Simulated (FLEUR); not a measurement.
# In: band structure with r2SCAN

In:

```
In
1.0
    -1.88253    1.88253    1.88253
     1.88253   -1.88253    1.88253
     1.88253    1.88253   -1.88253
In
1
Direct
  0.00000 0.00000 0.00000
```

This isn't the form of In at room conditions, which is tetragonal.

```yaml
Program: FLEUR MaX-R8.1 (later development tree)
Task: band structure
Functional: r2SCAN
Potentials_or_basis: all-electron
Basis: FLAPW
Kmax: 4.1 1/bohr
k_mesh: 8 × 8 × 8
Occupations: fermi-dirac, width 0.05 eV
Spin: spin-orbit coupling, no magnetisation
Gmax: 12.7 1/bohr
Muffin-tin_radii: In 2.66 bohr
lmax: In 10
lnonsphr: In 10
Local_orbitals_a_species: In 5
Max_iterations: 80
Mixing_factor: 0.05
Mixer: Anderson
Mixer_history: 30
Density_convergence: 0.0001 me/bohr^3
```

The band gap along the path is none (metal or under the smearing width). The valence electrons inside the program's atomic spheres are In 19.41 (radii In 2.66 bohr).

Levels at the corners of the path, in eV from the Fermi level:
```
point  band 16  band 17  band 18  band 19  band 20  band 21  band 22  band 23  band 24  band 25
    Γ   -14.92   -14.92   -14.92   -10.01   -10.01    10.70    10.70    11.73    11.73    11.73
    H   -14.94   -14.69   -14.69     0.78     0.78     1.05     1.05     1.29     1.29     1.29
    N   -14.94   -14.75   -14.75    -4.18    -4.18    -3.44    -3.44     5.94     5.94     7.63
    Γ   -14.92   -14.92   -14.92   -10.01   -10.01    10.70    10.70    11.73    11.73    11.73
    P   -14.90   -14.90   -14.90    -2.49    -2.49    -0.23    -0.23     0.10     0.10     0.10
    H   -14.94   -14.69   -14.69     0.78     0.78     1.05     1.05     1.29     1.29     1.29
    P   -14.90   -14.90   -14.90    -2.49    -2.49    -0.23    -0.23     0.10     0.10     0.10
    N   -14.94   -14.75   -14.75    -4.18    -4.18    -3.44    -3.44     5.94     5.94     7.63
```

Core levels (eV from the Fermi level):
```csv
atom,levels
1 In,"1s1/2 -27734.8, 2s1/2 -4148.2, 2p1/2 -3867.6, 2p3/2 -3656.7, 3s1/2 -784.0, 3p1/2 -670.8, 3p3/2 -632.7, 3d3/2 -432.9, 3d5/2 -425.1"
```

Run time: 10 min on 1 thread of Arm Neoverse V1, on a shared host, peak memory 0.26 GiB.

Caveat: the meta-GGA is that of a development version, with a GGA for the radial functions and cores and without core tails.
